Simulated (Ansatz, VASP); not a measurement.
GdN in VASP and in Ansatz

The input INCAR:

```
SYSTEM = GdN
  ALGO = Normal
  EDIFF = 1E-6
  ENCUT = 520
  GGA = PE
  ISIF = 2
  ISMEAR = 0
  ISPIN = 2
  LASPH = .True.
  LCHARG = .True.
  LDAU = .True.
  LDAUJ = 0 0
  LDAUL = 3 -1
  LDAUPRINT = 1
  LDAUTYPE = 2
  LDAUU = 6 0
  LELF = .True.
  LMAXMIX = 6
  LORBIT = 11
  LREAL = .False.
  LVHAR = .True.
  LWAVE = .False.
  MAGMOM = 7 0
  NBANDS = 22
  NELM = 150
  PREC = Accurate
  SIGMA = 0.05
```

KPOINTS

```
k-points
0
Gamma
  10 10 10
  0 0 0
```

POSCAR

```
GdN
1.0
    0.0000000000      2.4994985661      2.4994985661
    2.4994985661      0.0000000000      2.4994985661
    2.4994985661      2.4994985661      0.0000000000
Gd N
1 1
Direct
    0.5000000000      0.5000000000      0.5000000000
    0.0000000000      0.0000000000      0.0000000000
```

Input for Ansatz:

```yaml
crystal:
  lattice:
    - [0.0, 2.4994985661, 2.4994985661]
    - [2.4994985661, 0.0, 2.4994985661]
    - [2.4994985661, 2.4994985661, 0.0]
  atoms:
    - { symbol: Gd, position: [0.5, 0.5, 0.5], spin: 7.0 }
    - { symbol: "N", position: [0.0, 0.0, 0.0] }
basis:
  ecutwfc: 420
  ecutrho_ratio: 4
kpoints:
  mp_grid: { grid: [10, 10, 10] }
hamiltonian:
  xc: pbe
  hubbard: { sites: [{ species: Gd, l: f, u_eff: 6.0 }] }
scf:
  occupations: { method: gaussian, width: 0.05 }
  lower_state_search: "off"
output:
  forces: true
  stress: true
  eigenvalues: true
  populations: true
  hubbard: { sites: [{ species: Gd, l: f }] }
magnetization:
  spin_polarized: true
checkpoint:
  read: start.run
  write: ck
  compress: false
  write_wavefunctions: false
  write_every: 100000
```

The cell comes from a database or a generator and needn't be the stable form of this composition.

Alike in both runs: task single point; functional PBE; k mesh 10 × 10 × 10; occupations gaussian, width 0.05 eV; collinear spin; Hubbard terms Gd f U = 6.0 eV.

|  | VASP | Ansatz |
| --- | --- | --- |
| version | VASP 6.6.1 | Ansatz 0.2.0 |
| potentials or method | VASP PAW PBE potentials, release 64 (Gd, N) | scalar-relativistic, plane waves, PAW |
| plane-wave cutoff (eV) | 520 | 420 |
| valence electrons in the cell | 23 | 23 |

|  | VASP | Ansatz | Ansatz less VASP |
| --- | --- | --- | --- |
| gap on the k mesh at the Fermi level (eV) | none | none | - |
| pressure (GPa) | 0.6 | 0.3 | -0.36 |
| net moment per atom (μB) | 3.50 | 3.50 | 0.000 |
| size of the moment on the site where the two differ most (μB) | 6.87 | 6.94 | +0.063 |

Site moments also hang on the region over which each program counts them. The programs project onto different local orbitals, so the same U acts differently. A gap of «none» marks a metal or a gap that the smearing closes. Ansatz warned: «filled_band_counts_differ_across_k_points».

Caveats: spin-orbit coupling is left out, which moves the levels of the heavy elements; a cell with one magnetic atom can't hold antiferromagnetic order, which such compounds often take. The state reached can hang on the start; a lower one may exist.
